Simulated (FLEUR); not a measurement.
# MnO2 (P6_3/mmc) in FLEUR: band structure with r2SCAN

Aim: the band structure of MnO2 with r2SCAN.

All numbers are computed with FLEUR MaX-R8.1 (later development tree); they aren't measurements. Logs are shortened: lines on timing, memory, paths and dates and some standing lists are left out, and cuts for length are marked.

## (1) The structure

Symmetry: P6_3/mmc, No. 194, hexagonal system. The conventional cell has a = 2.855 Å, b = 2.855 Å, c = 10.222 Å, α = 90.00°, β = 90.00°, γ = 120.00°. Mn (site symmetry -3m) has 6 O at 1.90 Å as nearest neighbours. Around O (site symmetry 3m) lie 3 Mn at 1.90 Å.

Measurements of this composition are mostly on another form, of space group No. 136.

## (2) Band structure, r2SCAN, collinear spin, ferromagnetic start

inp.xml

```xml
<?xml version="1.0" encoding="UTF-8" standalone="no"?>
<fleurInput fleurInputVersion="0.39">
   <comment>
      MnO2                                                                                                
   </comment>
   <calculationSetup>
      <cutoffs Kmax="5.19" Gmax="16.1" GmaxXC="16.1" numbands="0"/>
      <scfLoop itmax="80" minDistance="0.0001" maxIterBroyd="30" imix="Anderson" alpha="0.05" precondParam="0.0" spinf="2.0" sdNocoIR="T"/>
      <coreElectrons ctail="F" frcor="F" kcrel="0" coretail_lmax="0"/>
      <xcFunctional name="LibXC" relativisticCorrections="F">
         <LibXCName exchange="mgga_x_r2scan" correlation="mgga_c_r2scan"/>
         <AuxGGA exchange="117" correlation="130"/>
      </xcFunctional>
      <magnetism jspins="2"/>
      <soc l_soc="F" theta="0.0" phi="0.0" spav="F"/>
      <expertModes spex="0" secvar="F"/>
      <geometryOptimization l_f="F" forcealpha="1.0" forcemix="BFGS" epsdisp="0.00001" epsforce="0.00001"/>
      <ldaU l_linMix="F" mixParam="0.05" spinf="1.0"/>
   </calculationSetup>
   <cell>
      <bzIntegration valenceElectrons="54.0" mode="hist" fermiSmearingEnergy="0.00183747">
         <kPointListSelection listName="default-1"/>
         <!-- k-points included here -->
         <xi:include xmlns:xi="http://www.w3.org/2001/XInclude" href="kpts.xml"> </xi:include>
[... 39 lines left out ...]
         <lo type="SCLO" l="1" n="2" eDeriv="2"/>
         <lo type="SCLO" l="2" n="3" eDeriv="2"/>
      </species>
   </atomSpecies>
   <atomGroups>
      <atomGroup species="Manganese 4.000">
         <relPos label="                   1">.0000000000 .0000000000 1.000/2.000</relPos>
         <relPos label="                   2">.0000000000 .0000000000 .0000000000</relPos>
         <force calculate="T" relaxXYZ="TTT"/>
      </atomGroup>
      <atomGroup species="Oxygen (O)">
         <relPos label="                   3">-1.000/3.000 1.000/3.000 .4068564500</relPos>
         <relPos label="                   4">-1.000/3.000 1.000/3.000 .0931435500</relPos>
         <relPos label="                   5">1.000/3.000 -1.000/3.000 -.4068564500</relPos>
         <relPos label="                   6">1.000/3.000 -1.000/3.000 -.0931435500</relPos>
         <force calculate="T" relaxXYZ="TTT"/>
      </atomGroup>
   </atomGroups>
   <output dos="F" band="F" slice="F">
      <checks vchk="F" cdinf="F"/>
      <bandDOS minEnergy="-.5*Htr" maxEnergy="0.5*Htr" sigma="0.015" storeEVData="T"/>
      <vacuumDOS vacdos="F" integ="F" star="F" nstars="0" locx1="0.0" locy1="0.0" locx2="0.0" locy2="0.0" nstm="0" tworkf="0.0"/>
      <unfoldingBand unfoldBand="F" supercellX="1" supercellY="1" supercellZ="1"/>
      <plotting iplot="0" polar="F">
         <plot TwoD="T" vec1="  1.0  0.0  0.0" vec2="  0.0  1.0  0.0" vec3="  0.0  0.0  1.0" zero="  0.0  0.0  0.0" file="plot"/>
      </plotting>
      <chargeDensitySlicing numkpt="0" minEigenval="0.0" maxEigenval="0.0" nnne="0" pallst="F"/>
      <specialOutput eonly="F"/>
      <moessbauerParams electricFieldGradient="T" isomerShift="T" coreHyperfine="T" valenceHyperfine="T"/>
      <magneticCircularDichroism mcd="F" energyLo="-10.0" energyUp="0.0"/>
   </output>
  <!-- We include the file relax.xml here to enable relaxations (see documentation) -->
  <xi:include xmlns:xi="http://www.w3.org/2001/XInclude" href="relax.xml"> <xi:fallback/> </xi:include>
</fleurInput>
```

crystal.txt

```
MnO2
&input cartesian=F /
2.8549554371  0.0000000000  0.0000000000
-1.4274777185  2.4724639352  0.0000000000
0.0000000000  0.0000000000  10.2217427273
1.8897261246
1.0 1.0 1.0

6
25 0.0000000000  0.0000000000  0.5000000000 : 4.000
25 0.0000000000  0.0000000000  0.0000000000 : 4.000
8 0.6666666667  0.3333333333  0.4068564500
8 0.6666666667  0.3333333333  0.0931435500
8 0.3333333333  0.6666666667  0.5931435500
8 0.3333333333  0.6666666667  0.9068564500

&kpt div1=11 div2=11 div3=3 gamma=T /
```

inp.xml (bands)

```
<?xml version="1.0" encoding="UTF-8" standalone="no"?>
<fleurInput fleurInputVersion="0.39">
   <comment>
      MnO2                                                                                                
   </comment>
   <calculationSetup>
      <cutoffs Kmax="5.19" Gmax="16.1" GmaxXC="16.1" numbands="0"/>
      <scfLoop itmax="80" minDistance="0.0001" maxIterBroyd="30" imix="Anderson" alpha="0.05" precondParam="0.0" spinf="2.0" sdNocoIR="T"/>
      <coreElectrons ctail="F" frcor="F" kcrel="0" coretail_lmax="0"/>
      <xcFunctional name="LibXC" relativisticCorrections="F">
         <LibXCName exchange="mgga_x_r2scan" correlation="mgga_c_r2scan"/>
         <AuxGGA exchange="117" correlation="130"/>
      </xcFunctional>
      <magnetism jspins="2"/>
      <soc l_soc="F" theta="0.0" phi="0.0" spav="F"/>
      <expertModes spex="0" secvar="F"/>
      <geometryOptimization l_f="F" forcealpha="1.0" forcemix="BFGS" epsdisp="0.00001" epsforce="0.00001"/>
      <ldaU l_linMix="F" mixParam="0.05" spinf="1.0"/>
   </calculationSetup>
   <cell>
      <bzIntegration valenceElectrons="54.0" mode="hist" fermiSmearingEnergy="0.00183747">
         <kPointListSelection listName="path-1"/>
         <!-- k-points included here -->
         <xi:include xmlns:xi="http://www.w3.org/2001/XInclude" href="kpts.xml"> </xi:include>
[... 40 lines left out ...]
         <lo type="SCLO" l="2" n="3" eDeriv="2"/>
      </species>
   </atomSpecies>
   <atomGroups>
      <atomGroup species="Manganese 4.000">
         <relPos label="                   1">.0000000000 .0000000000 1.000/2.000</relPos>
         <relPos label="                   2">.0000000000 .0000000000 .0000000000</relPos>
         <force calculate="T" relaxXYZ="TTT"/>
      </atomGroup>
      <atomGroup species="Oxygen (O)">
         <relPos label="                   3">-1.000/3.000 1.000/3.000 .4068564500</relPos>
         <relPos label="                   4">-1.000/3.000 1.000/3.000 .0931435500</relPos>
         <relPos label="                   5">1.000/3.000 -1.000/3.000 -.4068564500</relPos>
         <relPos label="                   6">1.000/3.000 -1.000/3.000 -.0931435500</relPos>
         <force calculate="T" relaxXYZ="TTT"/>
      </atomGroup>
   </atomGroups>
   <output dos="F" band="T" slice="F">
      <checks vchk="F" cdinf="F"/>
      <bandDOS minEnergy="-.5*Htr" maxEnergy="0.5*Htr" sigma="0.015" storeEVData="T"/>
      <vacuumDOS vacdos="F" integ="F" star="F" nstars="0" locx1="0.0" locy1="0.0" locx2="0.0" locy2="0.0" nstm="0" tworkf="0.0"/>
      <unfoldingBand unfoldBand="F" supercellX="1" supercellY="1" supercellZ="1"/>
      <plotting iplot="0" polar="F">
         <plot TwoD="T" vec1="  1.0  0.0  0.0" vec2="  0.0  1.0  0.0" vec3="  0.0  0.0  1.0" zero="  0.0  0.0  0.0" file="plot"/>
      </plotting>
      <chargeDensitySlicing numkpt="0" minEigenval="0.0" maxEigenval="0.0" nnne="0" pallst="F"/>
      <specialOutput eonly="F"/>
      <moessbauerParams electricFieldGradient="T" isomerShift="T" coreHyperfine="T" valenceHyperfine="T"/>
      <magneticCircularDichroism mcd="F" energyLo="-10.0" energyUp="0.0"/>
   </output>
  <!-- We include the file relax.xml here to enable relaxations (see documentation) -->
  <xi:include xmlns:xi="http://www.w3.org/2001/XInclude" href="relax.xml"> <xi:fallback/> </xi:include>
</fleurInput>
```

Potentials or basis: all-electron, FLAPW.

On the command line:

```sh
$ inpgen -f crystal.txt -profile fastHighL
$ # inp.xml edited to the form shown
$ mpirun -n 4 fleur_MPI -pe_per_kpt 1
$ mpirun -n 4 fleur_MPI -pe_per_kpt 1   # second run, on inp.xml (bands)
```

Log:

```text
Welcome to FLEUR        (www.flapw.de)
      MaX-Release 8.1          (www.max-centre.eu)

 func_ids         498         497         498         497
 func_ids         498         497         498         497
 func_ids         498         497         498         497
 func_ids         498         497         498         497
 MetaGGA potential functional detected - V_tau will be computed
 Auxiliary Potential for radial basis: exchange=         117  correlation=         130
The functional 'Re-regularized SCAN exchange by Furness et al' is an exchange functional, it belongs to the 'MGGA' family and is defined in the reference(s):
 MetaGGA potential functional detected - V_tau will be computed
 Auxiliary Potential for radial basis: exchange=         117  correlation=         130
The functional 'Re-regularized SCAN exchange by Furness et al' is an exchange functional, it belongs to the 'MGGA' family and is defined in the reference(s):
[1] J. W. Furness, A. D. Kaplan, J. Ning, J. P. Perdew, and J. Sun.,  J. Phys. Chem. Lett. 11, 8208-8215 (2020)
[2] J. W. Furness, A. D. Kaplan, J. Ning, J. P. Perdew, and J. Sun.,  J. Phys. Chem. Lett. 11, 9248-9248 (2020)
 MetaGGA potential functional detected - V_tau will be computed
 Auxiliary Potential for radial basis: exchange=         117  correlation=         130
The functional 'Re-regularized SCAN exchange by Furness et al' is an exchange functional, it belongs to the 'MGGA' family and is defined in the reference(s):
[1] J. W. Furness, A. D. Kaplan, J. Ning, J. P. Perdew, and J. Sun.,  J. Phys. Chem. Lett. 11, 8208-8215 (2020)
[... 10 lines left out ...]
 MetaGGA potential functional detected - V_tau will be computed
 Auxiliary Potential for radial basis: exchange=         117  correlation=         130
The functional 'Re-regularized SCAN exchange by Furness et al' is an exchange functional, it belongs to the 'MGGA' family and is defined in the reference(s):
The functional 'Re-regularized SCAN correlation by Furness et al' is a correlation functional, it belongs to the 'MGGA' family and is defined in the reference(s):
[1] J. W. Furness, A. D. Kaplan, J. Ning, J. P. Perdew, and J. Sun.,  J. Phys. Chem. Lett. 11, 8208-8215 (2020)
[2] J. W. Furness, A. D. Kaplan, J. Ning, J. P. Perdew, and J. Sun.,  J. Phys. Chem. Lett. 11, 9248-9248 (2020)
 Using same functional for VXC and EXC
 Using same functional for VXC and EXC
[1] J. W. Furness, A. D. Kaplan, J. Ning, J. P. Perdew, and J. Sun.,  J. Phys. Chem. Lett. 11, 8208-8215 (2020)
[2] J. W. Furness, A. D. Kaplan, J. Ning, J. P. Perdew, and J. Sun.,  J. Phys. Chem. Lett. 11, 9248-9248 (2020)
The functional 'Re-regularized SCAN correlation by Furness et al' is a correlation functional, it belongs to the 'MGGA' family and is defined in the reference(s):
[1] J. W. Furness, A. D. Kaplan, J. Ning, J. P. Perdew, and J. Sun.,  J. Phys. Chem. Lett. 11, 8208-8215 (2020)
[2] J. W. Furness, A. D. Kaplan, J. Ning, J. P. Perdew, and J. Sun.,  J. Phys. Chem. Lett. 11, 9248-9248 (2020)
 Using same functional for VXC and EXC

 ========== k-point set info ==========
 Selected k-point list: default-1
[... 19 lines left out ...]
The functional 'Hammer, Hansen, and Norskov' is an exchange functional, it belongs to the 'GGA' family and is defined in the reference(s):
[1] B. Hammer, L. B. Hansen, and J. K. Nørskov.,  Phys. Rev. B 59, 7413 (1999)
The functional 'Perdew, Burke & Ernzerhof' is a correlation functional, it belongs to the 'GGA' family and is defined in the reference(s):
[1] J. P. Perdew, K. Burke, and M. Ernzerhof.,  Phys. Rev. Lett. 77, 3865 (1996)
[2] J. P. Perdew, K. Burke, and M. Ernzerhof.,  Phys. Rev. Lett. 78, 1396 (1997)
 Using same functional for VXC and EXC
 Using auxiliary GGA potential for the first iteration of MetaGGA calculation.
The functional 'Hammer, Hansen, and Norskov' is an exchange functional, it belongs to the 'GGA' family and is defined in the reference(s):
[1] B. Hammer, L. B. Hansen, and J. K. Nørskov.,  Phys. Rev. B 59, 7413 (1999)
The functional 'Perdew, Burke & Ernzerhof' is a correlation functional, it belongs to the 'GGA' family and is defined in the reference(s):
[1] J. P. Perdew, K. Burke, and M. Ernzerhof.,  Phys. Rev. Lett. 77, 3865 (1996)
[2] J. P. Perdew, K. Burke, and M. Ernzerhof.,  Phys. Rev. Lett. 78, 1396 (1997)
 Using same functional for VXC and EXC
 Using auxiliary GGA potential for the first iteration of MetaGGA calculation.
The functional 'Hammer, Hansen, and Norskov' is an exchange functional, it belongs to the 'GGA' family and is defined in the reference(s):
[1] B. Hammer, L. B. Hansen, and J. K. Nørskov.,  Phys. Rev. B 59, 7413 (1999)
The functional 'Perdew, Burke & Ernzerhof' is a correlation functional, it belongs to the 'GGA' family and is defined in the reference(s):
[1] J. P. Perdew, K. Burke, and M. Ernzerhof.,  Phys. Rev. Lett. 77, 3865 (1996)
[2] J. P. Perdew, K. Burke, and M. Ernzerhof.,  Phys. Rev. Lett. 78, 1396 (1997)
 Using same functional for VXC and EXC
 Using auxiliary GGA potential for the first iteration of MetaGGA calculation.
The functional 'Hammer, Hansen, and Norskov' is an exchange functional, it belongs to the 'GGA' family and is defined in the reference(s):
[1] B. Hammer, L. B. Hansen, and J. K. Nørskov.,  Phys. Rev. B 59, 7413 (1999)
The functional 'Perdew, Burke & Ernzerhof' is a correlation functional, it belongs to the 'GGA' family and is defined in the reference(s):
[1] J. P. Perdew, K. Burke, and M. Ernzerhof.,  Phys. Rev. Lett. 77, 3865 (1996)
[2] J. P. Perdew, K. Burke, and M. Ernzerhof.,  Phys. Rev. Lett. 78, 1396 (1997)
 Using same functional for VXC and EXC
 Using auxiliary GGA potential for the first iteration of MetaGGA calculation.
 Reset of history
 Reset of history
 Iteration:     1   Distance:      42.45803144 me/bohr^3
The functional 'Hammer, Hansen, and Norskov' is an exchange functional, it belongs to the 'GGA' family and is defined in the reference(s):
[1] B. Hammer, L. B. Hansen, and J. K. Nørskov.,  Phys. Rev. B 59, 7413 (1999)
The functional 'Perdew, Burke & Ernzerhof' is a correlation functional, it belongs to the 'GGA' family and is defined in the reference(s):
[1] J. P. Perdew, K. Burke, and M. Ernzerhof.,  Phys. Rev. Lett. 77, 3865 (1996)
The functional 'Hammer, Hansen, and Norskov' is an exchange functional, it belongs to the 'GGA' family and is defined in the reference(s):
[1] B. Hammer, L. B. Hansen, and J. K. Nørskov.,  Phys. Rev. B 59, 7413 (1999)
The functional 'Perdew, Burke & Ernzerhof' is a correlation functional, it belongs to the 'GGA' family and is defined in the reference(s):
[1] J. P. Perdew, K. Burke, and M. Ernzerhof.,  Phys. Rev. Lett. 77, 3865 (1996)
[2] J. P. Perdew, K. Burke, and M. Ernzerhof.,  Phys. Rev. Lett. 78, 1396 (1997)
 Using same functional for VXC and EXC
The functional 'Hammer, Hansen, and Norskov' is an exchange functional, it belongs to the 'GGA' family and is defined in the reference(s):
[1] B. Hammer, L. B. Hansen, and J. K. Nørskov.,  Phys. Rev. B 59, 7413 (1999)
The functional 'Perdew, Burke & Ernzerhof' is a correlation functional, it belongs to the 'GGA' family and is defined in the reference(s):
[1] J. P. Perdew, K. Burke, and M. Ernzerhof.,  Phys. Rev. Lett. 77, 3865 (1996)
[2] J. P. Perdew, K. Burke, and M. Ernzerhof.,  Phys. Rev. Lett. 78, 1396 (1997)
 Using same functional for VXC and EXC
[... 545 lines left out ...]
 Using same functional for VXC and EXC
The functional 'Hammer, Hansen, and Norskov' is an exchange functional, it belongs to the 'GGA' family and is defined in the reference(s):
[1] B. Hammer, L. B. Hansen, and J. K. Nørskov.,  Phys. Rev. B 59, 7413 (1999)
The functional 'Perdew, Burke & Ernzerhof' is a correlation functional, it belongs to the 'GGA' family and is defined in the reference(s):
[1] J. P. Perdew, K. Burke, and M. Ernzerhof.,  Phys. Rev. Lett. 77, 3865 (1996)
[2] J. P. Perdew, K. Burke, and M. Ernzerhof.,  Phys. Rev. Lett. 78, 1396 (1997)
 Using same functional for VXC and EXC
The functional 'Hammer, Hansen, and Norskov' is an exchange functional, it belongs to the 'GGA' family and is defined in the reference(s):
[1] B. Hammer, L. B. Hansen, and J. K. Nørskov.,  Phys. Rev. B 59, 7413 (1999)
The functional 'Perdew, Burke & Ernzerhof' is a correlation functional, it belongs to the 'GGA' family and is defined in the reference(s):
[1] J. P. Perdew, K. Burke, and M. Ernzerhof.,  Phys. Rev. Lett. 77, 3865 (1996)
[2] J. P. Perdew, K. Burke, and M. Ernzerhof.,  Phys. Rev. Lett. 78, 1396 (1997)
 Using same functional for VXC and EXC
 Iteration:    24   Distance:       0.00007380 me/bohr^3

 ********************************************************************
 Run finished successfully
 Stop message:
   all done
 ********************************************************************
```

Run time: 7 min. Hardware: 4 MPI ranks of Arm Neoverse V1, shared host.

What came out:

- Free energy: -71264.2742 eV
- Band gap on the k mesh: 2.02 eV, indirect (least direct gap 2.09 eV)
- Band gap along the path: 2.01 eV, indirect (least direct gap 2.09 eV)
- Net moment: 6.00 μB per cell
- Site moments: Mn +2.79; O +0.01 μB
- Valence electrons inside the program's atomic spheres: Mn 12.52; O 4.66 (radii Mn 1.89, O 1.44 bohr)

Levels at the corners of the path, in eV from the valence-band top:
Spin up:
```
point  band 28  band 29  band 30  band 31  band 32  band 33
    Γ    -0.95    -0.35    -0.08     3.49     3.49     3.51
    M    -1.52    -1.14    -1.02     2.73     2.90     3.34
    K    -0.92    -0.79    -0.79     2.68     2.68     2.81
    Γ    -0.95    -0.35    -0.08     3.49     3.49     3.51
    A    -1.04    -0.17    -0.17     3.50     3.50     3.50
    L    -1.69    -1.07    -1.07     2.82     2.82     3.36
    H    -0.91    -0.80    -0.80     2.74     2.74     2.75
    A    -1.04    -0.17    -0.17     3.50     3.50     3.50
    L    -1.69    -1.07    -1.07     2.82     2.82     3.36
    M    -1.52    -1.14    -1.02     2.73     2.90     3.34
    K    -0.92    -0.79    -0.79     2.68     2.68     2.81
    H    -0.91    -0.80    -0.80     2.74     2.74     2.75
```
Spin down:
```tsv
point	band 20	band 21	band 22	band 23	band 24	band 25	band 26	band 27	band 28	band 29
Γ	-1.04	-1.04	-1.02	-1.02	-0.80	2.01	2.01	2.02	2.02	3.62
M	-2.50	-2.48	-2.45	-1.70	-1.35	2.20	2.27	2.82	2.82	3.11
K	-2.51	-2.49	-2.38	-2.24	-2.24	2.39	2.42	3.17	3.17	3.23
Γ	-1.04	-1.04	-1.02	-1.02	-0.80	2.01	2.01	2.02	2.02	3.62
A	-1.17	-1.03	-1.03	-1.03	-1.03	2.01	2.01	2.01	2.01	3.69
L	-2.65	-2.47	-2.47	-1.51	-1.51	2.24	2.24	2.82	2.82	3.12
H	-2.50	-2.43	-2.43	-2.24	-2.24	2.40	2.40	3.17	3.17	3.23
A	-1.17	-1.03	-1.03	-1.03	-1.03	2.01	2.01	2.01	2.01	3.69
L	-2.65	-2.47	-2.47	-1.51	-1.51	2.24	2.24	2.82	2.82	3.12
M	-2.50	-2.48	-2.45	-1.70	-1.35	2.20	2.27	2.82	2.82	3.11
K	-2.51	-2.49	-2.38	-2.24	-2.24	2.39	2.42	3.17	3.17	3.23
H	-2.50	-2.43	-2.43	-2.24	-2.24	2.40	2.40	3.17	3.17	3.23
```

Core levels (eV from the Fermi level):
```csv
atom,levels
1 Mn,"1s1/2 -6423.0, 2s1/2 -738.8, 2p1/2 -631.6, 2p3/2 -621.1"
2 Mn,"1s1/2 -6423.0, 2s1/2 -738.8, 2p1/2 -631.6, 2p3/2 -621.1"
3 O,1s1/2 -504.9
4 O,1s1/2 -504.9
5 O,1s1/2 -504.9
6 O,1s1/2 -504.9
```

Caveat: the meta-GGA is that of a development version, with a GGA for the radial functions and cores and without core tails; only a ferromagnetic start was run, and an antiferromagnetic order may lie lower in energy.
